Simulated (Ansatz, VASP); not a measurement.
One calculation of HfN, two programs

```
Hf N
1.0
     0.00000    2.25586    2.25586
     2.25586    0.00000    2.25586
     2.25586    2.25586    0.00000
Hf N
1 1
Direct
  0.00000 0.00000 0.00000
  0.50000 0.50000 0.50000
```

Alike in both runs: task electric field gradients; functional PBE; k mesh 16 × 16 × 16; occupations fermi-dirac, width 0.05 eV; no spin polarisation.

|  | VASP | Ansatz |
| --- | --- | --- |
| version | VASP 6.6.1 | Ansatz 0.2.0 |
| potentials or method | VASP PAW PBE potentials, release 64 (Hf_pv, N) | PAW with Ansatz's default frozen-core files, scalar-relativistic |
| plane-wave cutoff (eV) | 520 | 420 |
| valence electrons in the cell | 15 | 31 |

|  | VASP | Ansatz | Ansatz less VASP |
| --- | --- | --- | --- |
| pressure (GPa) | 4.2 | 6.6 | +2.41 |
| Vzz of the field gradient on the site that differs most (V/Å²) | 0.0 | 0.0 | 0.00 |

The two sets of potentials don't hold the same shells in valence. Ansatz warned: «gradients_without_spin_orbit».

Spin-orbit coupling is left out, which matters for the levels of Hf.
